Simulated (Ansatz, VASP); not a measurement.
## One calculation of C, two programs

Contents of INCAR:

```
SYSTEM = C
PREC     = Accurate       ! precision mode
ENCUT    = 520            ! plane-wave cutoff, eV
EDIFF    = 1E-7           ! SCF threshold, eV
ISMEAR   = -1             ! smearing method
SIGMA    = 0.05           ! smearing width, eV
LREAL    = .FALSE.        ! projectors in reciprocal space
LASPH    = .TRUE.         ! aspherical terms in the spheres
NELM     = 100            ! most SCF steps
ALGO     = Normal         ! electronic algorithm
ISIF     = 2              ! what is computed and relaxed
LWAVE    = .FALSE.        ! write WAVECAR
LCHARG   = .TRUE.         ! write CHGCAR
GGA      = PS             ! functional
LELF     = .TRUE.         ! ELF
LVHAR    = .TRUE.       
NBANDS   = 8              ! bands
```

Contents of KPOINTS:

```
Automatic mesh
0
G
  4 4 11
  0 0 0
```

File POSCAR:

```
C
1.0
    4.2551700000      0.0000000000      0.0000000000
    0.0000000000      4.2551700000      0.0000000000
    0.0000000000      0.0000000000      1.2822900000
C
1
Direct
    0.5000000000      0.5000000000      0.5000000000
```

The input input.yaml:

```yaml
crystal:
  lattice:
    - [4.25517, 0.0, 0.0]
    - [0.0, 4.25517, 0.0]
    - [0.0, 0.0, 1.28229]
  atoms:
    - { symbol: C, position: [0.5, 0.5, 0.5] }
hamiltonian:
  xc: pbesol
  pseudopotentials: { kind: paw }
kpoints:
  mp_grid: { grid: [4, 4, 11] }
  band_path:
    path:
      - [[0.0, 0.0, 0.0], [0.0, 0.5, 0.0], [0.5, 0.5, 0.0], [0.0, 0.0, 0.0], [0.0, 0.0, 0.5], [0.0, 0.5, 0.5], [0.5, 0.5, 0.5], [0.0, 0.0, 0.5]]
      - [[0.0, 0.5, 0.0], [0.0, 0.5, 0.5]]
      - [[0.5, 0.5, 0.0], [0.5, 0.5, 0.5]]
    npoints: 14
scf:
  occupations: { method: fermi_dirac, width: 0.05 }
  n_extra_bands: 6
output:
  forces: true
  stress: true
  eigenvalues: true
  fatbands: false
```

The cell was built by a generator and needn't be a form met in nature.

Alike in both runs: functional PBEsol; k mesh 4 × 4 × 11; occupations fermi-dirac, width 0.05 eV; no spin polarisation.

|  | VASP | Ansatz |
| --- | --- | --- |
| version | VASP 6.6.1 | Ansatz 0.2.0 |
| potentials or method | VASP PAW PBE potentials, release 64 (C) | Ansatz PAW |
| plane-wave cutoff (eV) | 520 | 420 |
| valence electrons in the cell | 4 | 4 |
| task | single point | band structure |

```csv
,VASP,Ansatz,Ansatz less VASP
gap on the k mesh at the Fermi level (eV),none,none,-
pressure (GPa),0.3,0.3,+0.02
largest component of the traceless stress (GPa),1.76,1.72,-0.041
```

A gap of «none» marks a metal or a gap that the smearing closes.

Caveats: the k mesh is coarse (spacing up to 0.45 Å⁻¹), so the values aren't converged; the PAW data sets were made with another functional, which shifts forces and pressure a little (VASP); the PAW data sets come from PBE, with cores solved anew for the run's functional, which leaves a small shift of forces and pressure (Ansatz).
